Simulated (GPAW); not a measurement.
**ZnS: energy against volume and a worked fit**

The structure is cubic, space group F-43m (No. 216). The conventional cell has a = 5.404 Å, b = 5.404 Å, c = 5.404 Å, α = 90.00°, β = 90.00°, γ = 90.00°. Zn (site symmetry -43m) is surrounded by 4 S at 2.34 Å. S (site symmetry -43m) is surrounded by 4 Zn at 2.34 Å.

The cell was scaled at fixed shape and fractions and run with GPAW, the program's PAW data sets (release 1.2.1) made for this functional, cutoff 600 eV; RPBE+D4, k mesh 7 × 7 × 7 on the cell of 2 atoms, fermi-dirac occupations of 0.05 eV, no spin polarisation, no spin-orbit coupling. Energies are those that the program minimises, any entropy of the smearing included.

| V (Å³/atom) | energy over the lowest row (meV/atom) |
| --- | --- |
| 18.5432 | 8.921 |
| 18.9377 | 2.340 |
| 19.3322 | 0.000 |
| 19.7268 | 1.449 |
| 20.1213 | 6.321 |
| 20.5158 | ? |
| 20.9104 | 24.876 |

Problem. Fit the third-order Birch-Murnaghan form, give V0, B0 and B′, and predict the energy left open.

Solution. With y = (V0/V)^(2/3), E = E0 + (9 V0 B0/16) [(y - 1)³ B′ + (y - 1)² (6 - 4y)]. Least squares through the rows shown give V0 = 19.3711 Å³/atom, E0 = -0.021 meV, B0 = 74.85 GPa (1 eV/Å³ = 160.218 GPa) and B′ = 4.40, with a largest miss of 0.007 meV. At V = 20.5158 the form with these constants gives 14.228 meV; the run gave 14.240 meV an atom. Measured volume: 19.8 Å³/atom (pmc:11595366, doi:10.3390/ma17225622), so the fit lies -2.2 % from it. Measured modulus: 76.9 GPa (arxiv:0911.5022), so the fit lies -2.7 % from it. The runs are for a static lattice.
